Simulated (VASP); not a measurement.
Input of a VASP 6.6.1 run:

File INCAR:

```
PREC     = Accurate       # precision mode
ENCUT    = 520            # plane-wave cutoff, eV
EDIFF    = 1E-6           # SCF threshold, eV
ISMEAR   = 0              # smearing method
SIGMA    = 0.02           # smearing width, eV
LREAL    = F              # projectors in reciprocal space
LASPH    = T              # aspherical terms in the spheres
NELM     = 80             # most SCF steps
ALGO     = Normal         # electronic algorithm
ISIF     = 2              # what is computed and relaxed
LWAVE    = F              # write WAVECAR
LCHARG   = F              # write CHGCAR
LNONCOLLINEAR= T              # non-collinear magnetism
MAGMOM   = 0 0 0 0 0 0 0 0 0 # initial moments
LORBIT   = 11             # projections on sites
LSORBIT  = T              # spin-orbit coupling
GGA_COMPAT= F            
GGA      = PE             # functional
KPAR     = 2
```

The input KPOINTS:

```
regular mesh
0
Gamma
  6 6 6
```

File POSCAR:

```
PbF2
1.0
    0.0000000000      2.9636600000      2.9636600000
    2.9636600000      0.0000000000      2.9636600000
    2.9636600000      2.9636600000      0.0000000000
Pb F
1 2
Direct
    0.0000000000      0.0000000000      0.0000000000
    0.7500000000      0.7500000000      0.7500000000
    0.2500000000      0.2500000000      0.2500000000
```

KPOINTS_OPT

```
path GXWKGLUWLK,UX
15
line-mode
reciprocal
 0.0000000000  0.0000000000  0.0000000000  G
 0.5000000000  0.0000000000  0.5000000000  X

 0.5000000000  0.0000000000  0.5000000000  X
 0.5000000000  0.2500000000  0.7500000000  W

 0.5000000000  0.2500000000  0.7500000000  W
 0.3750000000  0.3750000000  0.7500000000  K

 0.3750000000  0.3750000000  0.7500000000  K
 0.0000000000  0.0000000000  0.0000000000  G

 0.0000000000  0.0000000000  0.0000000000  G
 0.5000000000  0.5000000000  0.5000000000  L

 0.5000000000  0.5000000000  0.5000000000  L
 0.6250000000  0.2500000000  0.6250000000  U

 0.6250000000  0.2500000000  0.6250000000  U
 0.5000000000  0.2500000000  0.7500000000  W

 0.5000000000  0.2500000000  0.7500000000  W
 0.5000000000  0.5000000000  0.5000000000  L

 0.5000000000  0.5000000000  0.5000000000  L
 0.3750000000  0.3750000000  0.7500000000  K

 0.6250000000  0.2500000000  0.6250000000  U
 0.5000000000  0.0000000000  0.5000000000  X
```

Potentials or basis: VASP PAW PBE potentials, release 64 (Pb_d, F).

Run with:

```console
$ cat potpaw_PBE.64/Pb_d/POTCAR potpaw_PBE.64/F/POTCAR > POTCAR
$ mpirun -np 2 vasp_ncl > vasp.out
```

Q: Predict the pressure.

A: 2.4 GPa.
